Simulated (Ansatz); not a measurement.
Crystal: Ti.

```
CELL_PARAMETERS angstrom
2.95000 0.00000 0.00000
-1.47500 2.55477 0.00000
0.00000 0.00000 4.68000
ATOMIC_POSITIONS crystal
Ti 0.66667 0.33333 0.75000
Ti 0.33333 0.66667 0.25000
```

Base run:

| Quantity | Value |
| --- | --- |
| Program | Ansatz 0.2.0 |
| Functional | PBEsol |
| Potentials or basis | Ansatz PAW |
| Cutoff | 420 eV (not typed: the program's choice for these potentials) |
| k mesh | 10 × 10 × 6 |
| Occupations | fermi-dirac, width 0.05 eV |
| Spin | no spin polarisation |

Its results: band gap on the k mesh none (metal or under the smearing width); pressure -5.7 GPa.

**Question.** The run is repeated on the same cell with these changes: functional from PBEsol to PBE. What comes out?

**Answer.** Band gap on the k mesh none (metal or under the smearing width); pressure -1.5 GPa.

PBE binds less tightly than PBEsol, so the same cell stands under more pressure.

Caveats: the PAW data sets come from PBE, with cores solved anew for the run's functional, which leaves a small shift of forces and pressure (some runs).
